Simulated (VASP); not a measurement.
Crystal: LiH.

```
Li H
1.0
     0.00000    2.00862    2.00862
     2.00862    0.00000    2.00862
     2.00862    2.00862    0.00000
Li H
1 1
Direct
  0.00000 0.00000 0.00000
  0.50000 0.50000 0.50000
```

The cell is a database's computed one.

| Quantity | Value |
| --- | --- |
| Program | VASP 6.6.1 |
| Task | relaxation of cell and atoms |
| Functional | PBE |
| Dispersion | D3(BJ) |
| Potentials or basis | VASP PAW PBE potentials, release 64 (Li_sv, H) |
| Cutoff | 600 eV |
| k mesh | 10 × 10 × 10 |
| Occupations | gaussian, width 0.02 eV |
| Spin | no spin polarisation |

At the start: pressure -3.9 GPa; volume 8.10 Å³/atom.

**Question.** Where does the relaxation end?

**Answer.** Over 4 steps the energy falls by 11.3 meV/atom and the volume is 7.23 Å³/atom (-10.8 %); space group Fm-3m (No. 225, to 0.05 Å).

Step by step:
```csv
step,energy change (eV),largest force (eV/Å),pressure (GPa),volume (Å³)
1,0.0000,0.0000,-3.85,16.21
2,-0.0098,0.0000,-3.04,15.75
3,-0.0221,0.0000,-0.71,14.73
4,-0.0227,0.0000,0.06,14.45
```

Final structure:
```cif
data_structure
_symmetry_space_group_name_H-M 'P 1'
_symmetry_Int_Tables_number 1
_cell_length_a 2.7340
_cell_length_b 2.7340
_cell_length_c 2.7340
_cell_angle_alpha 60.000
_cell_angle_beta 60.000
_cell_angle_gamma 60.000
_cell_volume 14.45
loop_
_atom_site_label
_atom_site_type_symbol
_atom_site_fract_x
_atom_site_fract_y
_atom_site_fract_z
_atom_site_occupancy
Li1 Li 0.00000 0.00000 0.00000 1
H1 H 0.50000 0.50000 0.50000 1
```

Caveat: the cutoff is under 1.25 times the usual one of these potentials, so pressure, stress and relaxed cells hold a basis-set (Pulay) error.
